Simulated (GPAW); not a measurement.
# Ho (Im-3m) in GPAW: equation of state

Aim: energy against volume of Ho in PBE, for its equilibrium volume and stiffness.

Everything below comes from runs of GPAW 26.7.0. Logs are shortened: lines on timing, memory, paths and dates and some standing lists are left out, and cuts for length are marked. The log counts tension as positive stress, the text compression.

### 1 Starting point

Symmetry: Im-3m, No. 229, cubic system. The conventional cell has a = 3.981 Å, b = 3.981 Å, c = 3.981 Å, α = 90.00°, β = 90.00°, γ = 90.00°. Ho (site symmetry m-3m) has 8 Ho at 3.45 Å as nearest neighbours.

This isn't the form of Ho at room conditions, which is hcp.

### 2 Equation of state, PBE, collinear spin, ferromagnetic start

Contents of run.py:

```python
from ase.eos import EquationOfState
from ase.io import Trajectory, read
from ase.units import GPa
from gpaw import GPAW, PW

atoms = read('POSCAR')
atoms.set_initial_magnetic_moments([4.0])

traj = Trajectory('eos.traj', 'w')
volumes, energies = [], []
for x in [0.94, 0.96, 0.98, 1.0, 1.02, 1.04, 1.06]:
    a = atoms.copy()
    a.set_cell(atoms.cell * x**(1 / 3), scale_atoms=True)
    calc = GPAW(mode=PW(800),
                xc='PBE',
                kpts={'size': (9, 9, 9), 'gamma': True},
                occupations={'name': 'fermi-dirac', 'width': 0.05},
                nbands=23,
                convergence={'density': 1e-05, 'energy': 1e-05},
                maxiter=150,
                txt=f'eos-{x:.2f}.txt')
    a.calc = calc
    energies.append(a.get_potential_energy(force_consistent=True))
    volumes.append(a.get_volume())
    p = -a.get_stress()[:3].mean() / GPa
    calc.write(f'eos-{x:.2f}.gpw')
    traj.write(a)
    print(f'{x:.2f} {volumes[-1]:10.4f} A^3 {energies[-1]:14.6f} eV {p:9.3f} GPa', flush=True)

v0, e0, B = EquationOfState(volumes, energies, eos='birchmurnaghan').fit()
print(f'V0 = {v0:.4f} A^3, E0 = {e0:.6f} eV, B0 = {B / GPa:.2f} GPa')
```

Contents of POSCAR:

```
Ho
1.0
   -1.9905175072      1.9905175072      1.9905175072
    1.9905175072     -1.9905175072      1.9905175072
    1.9905175072      1.9905175072     -1.9905175072
Ho
1
Direct
    0.0000000000      0.0000000000      0.0000000000
```

Potentials or basis: GPAW PAW data sets (gpaw-data 1.2.1), pw.

Command:

```bash
$ OMP_NUM_THREADS=1 python run.py
```

The log of the run:

```text
__  _  _
 | _ |_)|_||  |
 |__||  | ||/\| - 26.7.0

Input parameters:
  mode=PW(ecut=800.0),
  convergence={'density': 1e-05, 'energy': 1e-05},
  kpts=MonkhorstPack(size=(9, 9, 9), gamma=True),
  maxiter=150,
  nbands=23,
  occupations=Occupations(name='fermi-dirac', width=0.05),
  xc=XC(name='PBE')

Diagonalizing LCAO Hamiltonian
Converting LCAO to pw mode

       Ho

Atoms  # Å, Bohr magnetons
|   | symbol |        x |        y |        z |    initial magnetic moments |
|---|--------|----------|----------|----------|-----------------------------|
| 0 |     Ho | 0.000000 | 0.000000 | 0.000000 | ( 0.0000,  0.0000,  4.0000) |

Unit cell  # Å
| periodic |         x |         y |         z |  lengths |     angles |
|----------|-----------|-----------|-----------|----------|------------|
|      yes | -1.949883 |  1.949883 |  1.949883 | 3.377297 | 109.471221 |
|      yes |  1.949883 | -1.949883 |  1.949883 | 3.377297 | 109.471221 |
|      yes |  1.949883 |  1.949883 | -1.949883 | 3.377297 | 109.471221 |

Number of symmetries: 48
Symmetry operations  # r_c * U_cc + t_c -> r_c
|    | kind |            matrix            |
|----|------|------------------------------|
|  0 |  σ   |  1, 1, 1,  0, 0,-1,  0,-1, 0 |
|  1 |  C4  |  1, 1, 1,  0, 0,-1, -1, 0, 0 |
|  2 |  C2  |  1, 1, 1,  0,-1, 0,  0, 0,-1 |
|  3 |  S6  |  1, 1, 1,  0,-1, 0, -1, 0, 0 |
|  4 |  S6  |  1, 1, 1, -1, 0, 0,  0, 0,-1 |
|  5 |  C4  |  1, 1, 1, -1, 0, 0,  0,-1, 0 |
|  6 |  E   |  1, 0, 0,  0, 1, 0,  0, 0, 1 |
|  7 |  σ   |  1, 0, 0,  0, 1, 0, -1,-1,-1 |
|  8 |  σ   |  1, 0, 0,  0, 0, 1,  0, 1, 0 |
|  9 |  C3  |  1, 0, 0,  0, 0, 1, -1,-1,-1 |
| 10 |  C3  |  1, 0, 0, -1,-1,-1,  0, 1, 0 |
| 11 |  σ   |  1, 0, 0, -1,-1,-1,  0, 0, 1 |
| 12 |  σ   |  0, 1, 0,  1, 0, 0,  0, 0, 1 |
| 13 |  C2  |  0, 1, 0,  1, 0, 0, -1,-1,-1 |
| 14 |  C3  |  0, 1, 0,  0, 0, 1,  1, 0, 0 |
| 15 |  S4  |  0, 1, 0,  0, 0, 1, -1,-1,-1 |
| 16 |  S4  |  0, 1, 0, -1,-1,-1,  1, 0, 0 |
| 17 |  C3  |  0, 1, 0, -1,-1,-1,  0, 0, 1 |
| 18 |  C3  |  0, 0, 1,  1, 0, 0,  0, 1, 0 |
| 19 |  S4  |  0, 0, 1,  1, 0, 0, -1,-1,-1 |
| 20 |  σ   |  0, 0, 1,  0, 1, 0,  1, 0, 0 |
| 21 |  C3  |  0, 0, 1,  0, 1, 0, -1,-1,-1 |
| 22 |  C2  |  0, 0, 1, -1,-1,-1,  1, 0, 0 |
| 23 |  S4  |  0, 0, 1, -1,-1,-1,  0, 1, 0 |
| 24 |  C4  |  0, 0,-1,  1, 1, 1,  0,-1, 0 |
| 25 |  σ   |  0, 0,-1,  1, 1, 1, -1, 0, 0 |
| 26 |  S6  |  0, 0,-1,  0,-1, 0,  1, 1, 1 |
| 27 |  C2  |  0, 0,-1,  0,-1, 0, -1, 0, 0 |
| 28 |  C4  |  0, 0,-1, -1, 0, 0,  1, 1, 1 |
| 29 |  S6  |  0, 0,-1, -1, 0, 0,  0,-1, 0 |
| 30 |  S6  |  0,-1, 0,  1, 1, 1,  0, 0,-1 |
| 31 |  C4  |  0,-1, 0,  1, 1, 1, -1, 0, 0 |
| 32 |  C4  |  0,-1, 0,  0, 0,-1,  1, 1, 1 |
| 33 |  S6  |  0,-1, 0,  0, 0,-1, -1, 0, 0 |
| 34 |  σ   |  0,-1, 0, -1, 0, 0,  1, 1, 1 |
| 35 |  C2  |  0,-1, 0, -1, 0, 0,  0, 0,-1 |
| 36 |  C2  | -1, 0, 0,  1, 1, 1,  0, 0,-1 |
| 37 |  S6  | -1, 0, 0,  1, 1, 1,  0,-1, 0 |
| 38 |  S6  | -1, 0, 0,  0, 0,-1,  1, 1, 1 |
| 39 |  C2  | -1, 0, 0,  0, 0,-1,  0,-1, 0 |
| 40 |  C2  | -1, 0, 0,  0,-1, 0,  1, 1, 1 |
| 41 |  i   | -1, 0, 0,  0,-1, 0,  0, 0,-1 |
| 42 |  S4  | -1,-1,-1,  1, 0, 0,  0, 1, 0 |
| 43 |  C3  | -1,-1,-1,  1, 0, 0,  0, 0, 1 |
| 44 |  C3  | -1,-1,-1,  0, 1, 0,  1, 0, 0 |
| 45 |  σ   | -1,-1,-1,  0, 1, 0,  0, 0, 1 |
| 46 |  S4  | -1,-1,-1,  0, 0, 1,  1, 0, 0 |
| 47 |  C2  | -1,-1,-1,  0, 0, 1,  0, 1, 0 |

BZ-sampling:
  Number of BZ points: 729
  Number of IBZ points: 35

  Monkhorst-Pack size: [9, 9, 9]
  Monkhorst-Pack shift: [0, 0, 0]

K-points  # in reciprocal-cell coordinates
|     |                                coordinates |     weight |
|-----|--------------------------------------------|------------|
|   0 | (  0.00000000,   0.00000000,   0.00000000) | 0.00137174 |
|   1 | (  0.11111111,   0.00000000,   0.00000000) | 0.01646091 |
|   2 | (  0.11111111,   0.11111111,  -0.11111111) | 0.00823045 |
|   3 | (  0.22222222,   0.00000000,  -0.11111111) | 0.03292181 |
|   4 | (  0.22222222,   0.00000000,   0.00000000) | 0.01646091 |
|   5 | (  0.22222222,   0.11111111,  -0.11111111) | 0.03292181 |
|   6 | (  0.22222222,   0.22222222,  -0.22222222) | 0.00823045 |
|   7 | (  0.33333333,  -0.11111111,  -0.11111111) | 0.01097394 |
|   8 | (  0.33333333,   0.00000000,  -0.11111111) | 0.06584362 |
|   9 | (  0.33333333,   0.00000000,   0.00000000) | 0.01646091 |
| ... |                                            |            |
|  34 | (  0.44444444,   0.44444444,   0.44444444) | 0.01097394 |

Plane wave coefficients: 1538
Cutoff: 800.0 eV

Spin-components: 2 (collinear spins)
Bands:           23
Projectors:      8
Spin-degeneracy: 1
Datatype:        complex128

Density:
  Valence electrons: 21.0
  Components: 2
  Grid points: [24 24 24]
  Charge: 0.0  # |e|

Potential:
  Grid points: [24 24 24]

species:
  Ho:
    name:    Holmium
    Z:       67.0
    valence: 21
    core:    46
    charge:  0.0  # [|e|]
    compensation charges:
      type: gauss
      rc: 0.35  # [Å]
      lmax: 2
    cutoffs:
      filter: 1.17  # [Å]
      core: 1.75  # [Å]
    projectors
    | kind |    occ | energy [eV] | rcut [Å] |
    |------|--------|-------------|----------|
    |   5s |  2.000 |     -50.378 |    1.164 |
    |   6s |  2.000 |      -3.789 |    1.164 |
    |   5p |  6.000 |     -25.868 |    1.164 |
    |   6p |  0.000 |      -1.147 |    1.164 |
    |   5d |  0.000 |      -1.042 |    1.164 |
    |   4f | 11.000 |      -3.138 |    1.164 |
    |    d |        |      26.169 |    1.164 |
    |    f |        |      24.074 |    1.164 |

    Using partial waves for Ho as LCAO basis

Reference energy: -343306.959512  # eV

eigensolver:
  PPCG
  Converge bands: occupied
  niter=2

density mixing:
  MSR1-Mixer
  Pratt-step length: 0.05
  Maximum mixing coefficient: 0.75
  Old densities: 10
  SVD Regularization: 0.005
  Good broyden scale: 1.0
  Trust region scale: 1.0
  Backstep threshold: 4.0
  History deletion threshold: 6.0
  Fourier metric: weight=20.0, sigma=0.015

occupation numbers:
  Fermi-Dirac:
    width: 0.0500  # eV

poisson solver:
  ecut: 6400.0  # eV

xc functional:
  name: PBE with 2 nearest neighbor stencil

convergence criteria:
- Maximum integral of absolute [dens]ity change: 1e-05 electrons / valence electron
- Maximum [total energy] change in last 3 cyles: 1e-05 eV / valence electron
- Maximum integral of absolute [eigenst]ate change: 4e-08 eV^2 / valence electron
maximum number of iterations: 150

SCF iterations
|iter     | |      energy | eigst |  dens |  magmom |
|---------|-|-------------|-------|-------|---------|
|iter:   1| |   -9.782446 | -0.18 |       |  +3.8385|
|iter:   2| |   -4.252641 | -1.22 | -0.45 |  +3.7080|
|iter:   3| |   -3.695287 | -1.60 | -0.90 |  +3.6396|
|iter:   4| |   -3.621282 | -2.66 | -1.06 |  +3.6661|
|iter:   5| |   -3.810110 | -2.42 | -1.38 |  +3.5436|
|iter:   6| |   -3.710579 | -1.96 | -0.99 |  +3.5414|
|iter:   7| |   -3.649678 | -2.94 | -1.34 |  +3.4978|
|iter:   8| |   -3.648430 | -4.18 | -1.81 |  +3.4730|
|iter:   9| |   -3.654635 | -4.21 | -2.06 |  +3.3820|
|iter:  10| |   -3.656401 | -4.93 | -2.15 |  +3.3214|
|iter:  11| |   -3.655636 | -4.82 | -2.26 |  +3.2939|
|iter:  12| |   -3.655590 | -6.09 | -2.82 |  +3.2964|
|iter:  13| |   -3.655518c| -6.13 | -3.05 |  +3.2966|
|iter:  14| |   -3.655508c| -7.70c| -3.97 |  +3.2977|
|iter:  15| |   -3.655512c| -7.83c| -3.99 |  +3.2986|
|iter:  16| |   -3.655512c| -8.06c| -4.59 |  +3.2987|
|iter:  17| |   -3.655509c| -8.08c| -4.73 |  +3.2986|
|iter:  18| |   -3.655511c| -8.22c| -4.86 |  +3.2986|
|iter:  19| |   -3.655511c| -9.41c| -5.50c|  +3.2986|

Converged in 19 steps
Energy contributions relative to reference atoms: (reference = -343306.959512)

Energy contributions:
  Kinetic:         -50.572335
  Coulomb:          47.118188
  Zero:              0.942204
  External:          0.000000
  Xc:               -1.070680
  Entropy:          -0.145776
  Spinorbit:         0.000000
  ----------------------------
  Free energy:      -3.728399
  Extrapolated:     -3.655511

dipole moment: (-9.928536, -9.928536, -9.928536)  # |e|*Ang

Total magnetic moment: (0.000000, 0.000000, 3.298642)

Local magnetic moments
|        x |        y |        z |
|----------|----------|----------|
| 0.000000 | 0.000000 | 3.419842 |  # Ho   0

Fermi level: 8.915
Eigenvalues  # (at kpt = [0.000, 0.000, 0.000])
| band index |      eig [eV] | occ [0-1] |      eig [eV] | occ [0-1] |
|------------|---------------|-----------|---------------|-----------|
|          0 |       -39.131 |     1.000 |       -37.656 |     1.000 |
|        ... |               |           |               |           |
|          2 |       -13.703 |     1.000 |       -12.650 |     1.000 |
|          3 |       -13.703 |     1.000 |       -12.650 |     1.000 |
|          4 |         3.711 |     1.000 |         3.671 |     1.000 |
|          5 |         6.214 |     1.000 |         8.755 |     0.961 |
|          6 |         6.214 |     1.000 |         8.755 |     0.961 |
|          7 |         6.214 |     1.000 |         8.755 |     0.961 |
[... 8 lines left out ...]
|         16 |        13.668 |     0.000 |        13.975 |     0.000 |
|         17 |        20.543 |     0.000 |        20.504 |     0.000 |
|        ... |               |           |               |           |
|         22 |        29.797 |     0.000 |        29.990 |     0.000 |

No gap
No difference between direct/indirect transitions

Stress tensor  # eV/Ang^3
|         x |         y |         z |
|-----------|-----------|-----------|
| -0.019463 | -0.000000 | -0.000000 |
| -0.000000 | -0.019463 |  0.000000 |
| -0.000000 |  0.000000 | -0.019463 |

# Writing to eos-0.94.gpw (mode='')
```

It took 6.9 min on 1 thread of Intel Xeon Platinum 8559C (Emerald Rapids), shared host; peak memory 0.4 GiB.

Results:

```
Equilibrium volume                      : 33.12 Å³/atom
Bulk modulus                            : 24 GPa
Pressure derivative of the bulk modulus : 3.8
```

Energy against volume, from the lowest point:
```csv
volume (Å³/atom),energy (meV/atom)
29.654,31.66
30.285,20.42
30.916,11.87
31.547,5.75
32.178,1.86
32.809,0.01
33.440,0.00
```

Caveat: one-centre terms of the f shell are cut off; the magnetic or orbital state may not be the lowest; spin-orbit coupling is left out, which moves the levels of the heavy elements.
